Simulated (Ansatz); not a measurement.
A relaxation of cell and atoms of InAs in the h-MgO structure with Ansatz, at the level PBE. The start is a rough guess from atomic radii.

```yaml
crystal:
  lattice:
    - [4.4542863098, 0.0, 0.0]
    - [-2.2271431549, 3.8575251, 0.0]
    - [0.0, 0.0, 5.567562]
  atoms:
    - { symbol: In, position: [0.3333333333, 0.6666666667, 0.25] }
    - { symbol: In, position: [0.6666666667, 0.3333333333, 0.75] }
    - { symbol: As, position: [0.6666666667, 0.3333333333, 0.25] }
    - { symbol: As, position: [0.3333333333, 0.6666666667, 0.75] }
kpoints:
  mp_grid: { grid: [6, 6, 4] }
hamiltonian:
  xc: pbe
scf:
  occupations: { method: fermi_dirac, width: 0.02 }
relax:
  f_tol: 0.005
  cell: {}
```

In the abridged output below, numbers in square brackets stand for lines, or ends of lines, that were taken out.
```
Functional definition: PBE
Crystal: 4 atoms, lattice volume = 95.665 Å³
[1]
Bands: 34, of which v1, the nominal top of the filled ones, is band 28 counted from 1 (27 counted from 0)
Symmetry: 24 space group operations
Space group: P63/mmc (ITA 194)
k-points: 21 of 144
relax step 1: F+E_penalty+E_count = -20907.39981712 eV  P = +12.840 GPa  Ω = 95.665 Å³
--- Relaxed structure (5 steps of the walk, 5 accepted, 1 SCFs on fresh bases) ---
[2]
```

**Question.** Fill in the blanks. They hold the relaxed structure, cutoff and plane waves at Γ.

**Answer.**
```
[1]
Basis set: ecut = 420 eV, 1873 PW (Γ)
[2]
  F+E_penalty+E_count = -20908.02654792 eV
  cell:  # Å, volume = 114.1451 Å³
    - [4.727867, 0.000000, 0.000000]
    - [-2.363933, 4.094453, 0.000000]
    - [0.000000, 0.000000, 5.896526]
  atoms:
    - { symbol: In, position: [0.333333, 0.666667, 0.250000] }
    - { symbol: In, position: [0.666667, 0.333333, 0.750000] }
    - { symbol: As, position: [0.666667, 0.333333, 0.250000] }
    - { symbol: As, position: [0.333333, 0.666667, 0.750000] }
```
The trailing digits, and the zero of the energies, depend on the potentials and thresholds.

In 5 steps the volume changed by +19.3 %; between the first SCF and the last, each on a basis chosen for its cell, the energy fell by 157 meV an atom. At the end: the symmetry is P6_3/mmc (No. 194, hexagonal); conventional cell a = 4.728 Å, c = 5.897 Å, 28.54 Å³ an atom. In has 5 As at 2.73–2.95 Å; As has 5 In at 2.73–2.95 Å.

Simulation only: spin-unpolarised, and no claim that this is the phase found in nature.
